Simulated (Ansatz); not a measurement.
# BaTiO3 (Pm-3m) in Ansatz: band structure with r2SCAN

Aim: the band structure of BaTiO3 with r2SCAN.

Everything below comes from runs of Ansatz 0.2.0. Logs are shortened: lines on timing, memory, paths and dates and some standing lists are left out, and cuts for length are marked.

## Step 1: Starting point

The structure is cubic, space group Pm-3m (No. 221). The conventional cell has a = 4.006 Å, b = 4.006 Å, c = 4.006 Å, α = 90.00°, β = 90.00°, γ = 90.00°. Ba (site symmetry m-3m) is surrounded by 12 O at 2.83 Å. Around Ti (site symmetry m-3m) lie 6 O at 2.00 Å. O (site symmetry 4/mmm) is surrounded by 2 Ti at 2.00 Å.

## Step 2: Band structure, r2SCAN

input.yaml reads:

```yaml
crystal:
  lattice:
    - [4.006, 0.0, 0.0]
    - [0.0, 4.006, 0.0]
    - [0.0, 0.0, 4.006]
  atoms:
    - { symbol: Ba, position: [0.5, 0.5, 0.5] }
    - { symbol: Ti, position: [0.0, 0.0, 0.0] }
    - { symbol: O, position: [0.0, 0.0, 0.5] }
    - { symbol: O, position: [0.0, 0.5, 0.0] }
    - { symbol: O, position: [0.5, 0.0, 0.0] }
hamiltonian:
  xc: r2scan
  pseudopotentials: { kind: paw }
kpoints:
  mp_grid: { grid: [7, 7, 7] }
  band_path:
    path:
      - [[0.0, 0.0, 0.0], [0.0, 0.5, 0.0], [0.5, 0.5, 0.0], [0.0, 0.0, 0.0], [0.5, 0.5, 0.5], [0.0, 0.5, 0.0]]
      - [[0.5, 0.5, 0.0], [0.5, 0.5, 0.5]]
    npoints: 14
scf:
  occupations: { method: fermi_dirac, width: 0.05 }
  n_extra_bands: 12
output:
  forces: true
  stress: true
  eigenvalues: true
  fatbands: true
```

Potentials or basis: Ansatz PAW.

Run with:

```
$ ansatz run input.yaml --threads 2 --pin off --max-ram 5632MiB --backend cpu --events-out ev --progress --plain --runs-dir out
```

Output:

```text
Warning: RAYON_NUM_THREADS=2 ignored (pool sized by the plan → 2); use --threads N
scf.n_extra_bands = 12 over 20 filled bands (N_el = 40.0): the run solves 32 bands
Engine: ansatz 0.2.0, aarch64-unknown-linux-gnu
Pseudopotentials: kind: paw
Pseudopotential: Ba, paw, valence charge 10, recommended cutoff 500 eV (meta_gga), Ba.paw.azcp
Pseudopotential: Ti, paw, valence charge 12, recommended cutoff 500 eV (meta_gga), Ti.paw.azcp
Pseudopotential: O, paw, valence charge 6, recommended cutoff 500 eV (meta_gga), O.paw.azcp
Functional definition: r2SCAN
  parameter k0 = 0.174
  parameter k1 = 0.065
  parameter a1 = 4.9479
  exchange = r2scan_x(k0 = k0, k1 = k1, a1 = a1)
  correlation = r2scan_c
Crystal: 5 atoms, lattice volume = 64.288 Å³
Basis set: ecut = 500 eV, 1647 PW (Γ), exchange–correlation on 120×120×120 points (64 copies of the dense FFT grid, shifted against one another)
Bands: 32, of which v1, the nominal top of the filled ones, is band 20 counted from 1 (19 counted from 0)
Symmetry: 48 space group operations
Space group: Pm-3m (ITA 221), of the structure as read, at distance tolerance 4.0e-5 Å
k-points: 20 of 343
Non-local potential: Ba, projectors of the file, l = 0: 3, l = 1: 2, l = 2: 2, l = 3: 2
Non-local potential: Ti, projectors of the file, l = 0: 3, l = 1: 2, l = 2: 3, l = 3: 1
Non-local potential: O, projectors of the file, l = 0: 2, l = 1: 2, l = 2: 1
PAW form: soft (Blöchl's): semilocal exchange-correlation on the pseudo side does not see the compensation charge
PAW frozen core: Ba, regenerated for the run's functional (the file was generated under x = pbe(κ = 0.804, μ = 0.2195149727645171), c = pbe(β = 0.06672455060314922))
PAW frozen core: Ti, regenerated for the run's functional (the file was generated under x = pbe(κ = 0.804, μ = 0.2195149727645171), c = pbe(β = 0.06672455060314922))
PAW frozen core: O, regenerated for the run's functional (the file was generated under x = pbe(κ = 0.804, μ = 0.2195149727645171), c = pbe(β = 0.06672455060314922))
PAW one-centre angular grid: Ba, 302 points (default); XC on 160 Gauss nodes
PAW one-centre angular grid: Ti, 590 points (default); XC on 160 Gauss nodes
PAW one-centre angular grid: O, 302 points (default); XC on 160 Gauss nodes
Initial density: superposition of atomic densities (neutral atoms: chi_scale 0, normalization atom), corrected by the library's trained network
Initial wavefunctions: pseudopotential atomic-orbital guess
Functional: x = r2scan, c = r2scan; τ floored in thin density (d = 2e-4 eV/Å³)
SCF iter   1: F=—  HF=-10183.697093 eV  |F-HF|=—  |Δ(HF+E_count)|=         —  Δρ=2.22e-2  dr2=3.98e-1  dr2_τ=2.41e-1  ethr=1.77e-3  ⟨swp⟩=6.5  Hψ=3360  notcnv=0  defer=23
preconditioner: auto → Resta (q_TF=auto, 2.521 Å⁻¹)  ε∞=3.8  [insulator: Δε(μ)=2.735 eV  Ē_g=15.759 eV  σ=0.050 eV  W_gap=1.00  n_scr=18 (ndim 8)  ℏωp=26.2 eV  f_vac=0.000  D(μ)=0.00/eV (n_scr^D=0)  ε∞_Penn≈3.8]
SCF iter   2: F=—  HF=-10183.804508 eV  |F-HF|=—  |Δ(HF+E_count)|=   1.07e-1  Δρ=1.35e-2  dr2=8.25e-2  dr2_τ=2.59e-2  ethr=9.96e-4  ⟨swp⟩=3.1  Hψ=1242  notcnv=0  defer=124
SCF iter   3: F=—  HF=-10183.791849 eV  |F-HF|=—  |Δ(HF+E_count)|=   1.27e-2  Δρ=3.74e-3  dr2=5.90e-3  dr2_τ=4.37e-4  ethr=2.06e-4  ⟨swp⟩=2.1  Hψ=808  notcnv=0  defer=124
SCF iter   4: F=—  HF=-10183.791059 eV  |F-HF|=—  |Δ(HF+E_count)|=   7.91e-4  Δρ=1.49e-3  dr2=1.18e-3  dr2_τ=1.41e-4  ethr=1.48e-5  ⟨swp⟩=2.0  Hψ=936  notcnv=0  defer=124
SCF iter   5: F=—  HF=-10183.790894 eV  |F-HF|=—  |Δ(HF+E_count)|=   1.64e-4  Δρ=2.98e-4  dr2=4.69e-5  dr2_τ=3.08e-6  ethr=2.94e-6  ⟨swp⟩=2.0  Hψ=698  notcnv=0  defer=124
SCF iter   6: F=—  HF=-10183.790899 eV  |F-HF|=—  |Δ(HF+E_count)|=   4.47e-6  Δρ=6.55e-5  dr2=3.20e-6  dr2_τ=2.26e-7  ethr=1.17e-7  ⟨swp⟩=2.8  Hψ=940  notcnv=0  defer=124
SCF iter   7: F=-10183.790899 eV  HF=-10183.790899 eV  |F-HF|=9.30e-9  |Δ(HF+E_count)|=   2.85e-7  Δρ=4.93e-6  dr2=9.52e-9  dr2_τ=4.70e-9  ethr=2.50e-10  ⟨swp⟩=10.3  Hψ=3968  notcnv=0
SCF 1 converged in 7 iterations: F = -10183.790899 eV  dr2 = 9.52e-9
NSCF: frozen V_eff on 86 k-points
SCF converged after 7 iterations
Free energy (F): -10183.790899 eV
Harris-Foulkes:  -10183.790899 eV  (|F-HF|=9.30e-9)
Internal energy: -10183.790899 eV  (E = F + TS)
E sigma→0 (E₀):  -10183.790899 eV
Fermi energy:    11.036668 eV
--- Per-component energies (eV) ---
  E_band       = -175.670450
  E_kinetic    = 972.929905
  E_local      = -2094.656679  (includes V_loc(G=0)·N_el)
  E_nonlocal   = 199.249009
  E_hartree    = 817.295829
  E_xc         = -475.222360
  E_vxc        = -604.062675  (∫ρ·V_xc dr)
  E_paw        = -6784.704584  (= ΣΔE_a)
  E_vpaw       = -320.455162  (= ΣTr[D̂ρ^β])
  E_aug_tail   = 0.003049  (compensation charges beyond the density's cutoff)
  E_vtau       = 36.731773  (kinetic-family band-sum trace: ∫τ·v_τ [+ j·A + Jᵃ·Aᵃ] dr)
  E_ewald      = -2818.406203
  E_core_change = -0.278864  (= ΣΔE_core)
  E_smearing   = -0.000000  (= −TS)
  E_closure    = 0.000000  (closes the sum)
  Σ components = -10183.790899   (vs F -10183.790899, Δ=0.00e0)
--- Forces (eV/Å), atoms counted from 1 ---
  atom   1  Ba     0.00000000    -0.00000000     0.00000000
  atom   2  Ti    -0.00000000    -0.00000000     0.00000000
  atom   3  O      0.00000000    -0.00000000     0.00000000
  atom   4  O      0.00000000     0.00000000    -0.00000000
  atom   5  O      0.00000000    -0.00000000     0.00000000
  max |Σ_I F_I| component: 2.70e-29 eV/Å
--- Stress (GPa, compression-positive) ---
       -1.589971       0.000000       0.000000
        0.000000      -1.589971       0.000000
       -0.000000       0.000000      -1.589971
  P = ⅓ Tr σ = -1.5900 GPa (-15.900 kbar)
--- Band table (eV; the first three rows and the last of 20) ---
  k-point 0: bands = ["-48.9220", "-24.0597", "-24.0597", "-24.0597", "-15.3480", "-7.8624", "-7.2340", "-7.2340", "-0.1260", "-0.1260", "-0.1260", "7.6284", "7.6284", "7.6284", "8.8188", "8.8188", "8.8188", "9.8381", "9.8381", "9.8381", "12.1057", "12.1057", "12.1057", "14.1830", "14.1830", "15.6690", "15.6690", "18.3376", "19.2465", "19.2465", "19.2465", "21.9933"]
  k-point 1: bands = ["-48.9218", "-24.0702", "-24.0593", "-24.0593", "-15.3238", "-7.8737", "-7.2284", "-7.2116", "-0.0942", "-0.0942", "-0.0515", "7.2924", "7.5767", "7.5767", "8.6201", "8.6201", "8.6639", "9.3553", "9.6963", "9.6963", "12.1276", "12.4830", "12.4830", "14.1841", "14.7380", "16.0270", "16.0553", "18.8214", "19.1908", "19.4693", "19.4693", "21.9835"]
  k-point 2: bands = ["-48.9214", "-24.0937", "-24.0585", "-24.0585", "-15.2685", "-7.9637", "-7.2158", "-7.0851", "-0.0206", "-0.0206", "0.1142", "6.5480", "7.4075", "7.4075", "8.3095", "8.3095", "8.3506", "8.5914", "9.4462", "9.4462", "12.1779", "13.2022", "13.2022", "14.1863", "15.6553", "16.8580", "17.0439", "19.0641", "19.9671", "19.9671", "20.0692", "21.8723"]
  k-point 19: bands = ["-48.9194", "-24.1071", "-24.1070", "-24.1070", "-15.0761", "-7.0786", "-7.0038", "-7.0038", "-0.7686", "-0.7686", "-0.6633", "5.5609", "6.1119", "6.1119", "7.4058", "7.5815", "7.5815", "9.8195", "9.8195", "9.8926", "14.3879", "14.3879", "14.3886", "17.6012", "17.6012", "17.7497", "18.0145", "18.0145", "20.5530", "20.5530", "21.5446", "21.8456"]
```

Wall time 11 s (2 threads of Arm Neoverse V1, shared host); peak memory 0.48 GiB.

Results:

```yaml
Free_energy: -10183.7909 eV
Pressure: -1.6 GPa
Band_gap_on_the_k_mesh: 2.21 eV, indirect (least direct gap 2.27 eV)
Band_gap_along_the_path: 2.15 eV, indirect (least direct gap 2.27 eV)
```

Levels at the corners of the path, in eV from the valence-band top:
| point | band 16 | band 17 | band 18 | band 19 | band 20 | band 21 | band 22 | band 23 | band 24 | band 25 |
| --- | --- | --- | --- | --- | --- | --- | --- | --- | --- | --- |
| Γ | -1.14 | -1.14 | -0.12 | -0.12 | -0.12 | 2.15 | 2.15 | 2.15 | 4.23 | 4.23 |
| X | -1.86 | -1.81 | -1.81 | -0.70 | -0.70 | 2.27 | 3.84 | 3.84 | 4.23 | 6.34 |
| M | -2.62 | -1.74 | -0.85 | -0.85 | -0.05 | 3.85 | 3.85 | 4.30 | 5.13 | 8.12 |
| Γ | -1.14 | -1.14 | -0.12 | -0.12 | -0.12 | 2.15 | 2.15 | 2.15 | 4.23 | 4.23 |
| R | -2.36 | -2.36 | 0.00 | 0.00 | 0.00 | 4.53 | 4.53 | 4.53 | 7.50 | 7.50 |
| X | -1.86 | -1.81 | -1.81 | -0.70 | -0.70 | 2.27 | 3.84 | 3.84 | 4.23 | 6.34 |
| M | -2.62 | -1.74 | -0.85 | -0.85 | -0.05 | 3.85 | 3.85 | 4.30 | 5.13 | 8.12 |
| R | -2.36 | -2.36 | 0.00 | 0.00 | 0.00 | 4.53 | 4.53 | 4.53 | 7.50 | 7.50 |

Caveat: the k mesh misses the band edges, so the gap on the mesh is wider than the one along the path; spin-orbit coupling is left out, which moves the levels of the heavy elements; the PAW data sets come from PBE, with cores solved anew for the run's functional, which leaves a small shift of forces and pressure.
